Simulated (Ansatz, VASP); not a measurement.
This is a calculation of Re for Ansatz 0.2.0.

input.yaml

```yaml
crystal:
  lattice:
    - [0.0, 1.961744567, 1.961744567]
    - [1.961744567, 0.0, 1.961744567]
    - [1.961744567, 1.961744567, 0.0]
  atoms:
    - { symbol: Re, position: [0.0, 0.0, 0.0] }
kpoints:
  mp_grid: { grid: [12, 12, 12] }
scf:
  occupations: { method: fermi_dirac, width: 0.05 }
hamiltonian:
  xc: pbe
  pseudopotentials: { kind: all_electron, lapw: { basis_error: 0.0005 } }
output:
  forces: true
  stress: true
  eigenvalues: true
```

Potentials or basis: all-electron LAPW, scalar-relativistic.

Command:

```sh
$ ansatz run input.yaml --threads 1 --pin off --max-ram 2560MiB --backend cpu --events-out ev --progress --plain --runs-dir out
```

Question: Set up the same calculation for VASP 6.6.1. Potentials there: VASP PAW PBE potentials, release 64 (Re).

Answer: As run (the cutoff follows the program's own potentials):

INCAR

```
SYSTEM = Re
ALGO     = Normal         ! electronic algorithm
EDIFF    = 1E-6           ! SCF threshold, eV
ENCUT    = 520            ! plane-wave cutoff, eV
GGA      = PE             ! functional
ISIF     = 2              ! what is computed and relaxed
ISMEAR   = -1             ! smearing method
LASPH    = .True.         ! aspherical terms in the spheres
LCHARG   = .False.        ! write CHGCAR
LREAL    = .False.        ! projectors in reciprocal space
LWAVE    = .False.        ! write WAVECAR
NBANDS   = 10             ! bands
NELM     = 60             ! most SCF steps
PREC     = Accurate       ! precision mode
SIGMA    = 0.05           ! smearing width, eV
```

The input KPOINTS:

```
k-points
0
Gamma
  12 12 12
  0 0 0
```

File POSCAR:

```
Re
1.0
    0.0000000000      1.9617445670      1.9617445670
    1.9617445670      0.0000000000      1.9617445670
    1.9617445670      1.9617445670      0.0000000000
Re
1
Direct
    0.0000000000      0.0000000000      0.0000000000
```

Potentials or basis: VASP PAW PBE potentials, release 64 (Re).

Launch:

```sh
$ cat potpaw_PBE.64/Re/POTCAR > POTCAR
$ mpirun -np 1 vasp_std > vasp.out
```

Both were run:

|  | VASP | Ansatz | Ansatz less VASP |
| --- | --- | --- | --- |
| gap on the k mesh at the Fermi level (eV) | none | none | - |
| pressure (GPa) | -2.9 | -2.1 | +0.75 |

A gap of «none» marks a metal or a gap that the smearing closes. Ansatz ran all-electron here, so the differences hold the error of VASP's frozen core and of both bases.

Spin-orbit coupling is left out, which matters for the levels of Re.
